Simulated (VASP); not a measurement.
C, 1 atom in the cell. The cell holds a molecule in a box, 1 atom: a = 10.500 Å, b = 11.000 Å, c = 11.500 Å, α = 90.00°, β = 90.00°, γ = 90.00°. 

| Item | Value |
| --- | --- |
| Program | VASP 6.6.1 |
| Task | relaxation of the atoms |
| Functional | PBE |
| Dispersion | D3(BJ) |
| Potentials or basis | VASP PAW PBE potentials, release 64 (C) |
| Cutoff | 400 eV |
| k mesh | 1 × 1 × 1 |
| Occupations | gaussian, width 0.01 eV |
| Spin | no spin polarisation |
| Atoms held fixed (from 0) | [0] |
| Further INCAR settings | ALGO = Fast; EDIFF = 1e-06; ISYM = 0; IBRION = 2; EDIFFG = -0.03; NSW = 120 |

Potentials or basis: VASP PAW PBE potentials, release 64 (C).

Launch:

```bash
$ cat potpaw_PBE.64/C/POTCAR > POTCAR
$ mpirun -np 1 vasp_gam > vasp.out
```

Hardware: 1 thread of Intel(R) Xeon(R) Platinum 8559C (Emerald Rapids), with other jobs on the host.

Q: Estimate the wall time of this run.

A: Wall time 36 s on 1 thread of Intel(R) Xeon(R) Platinum 8559C (Emerald Rapids), with other jobs on the host, peak memory 0.74 GiB. Counts: scf iterations 24, k points 1, ion steps 1.
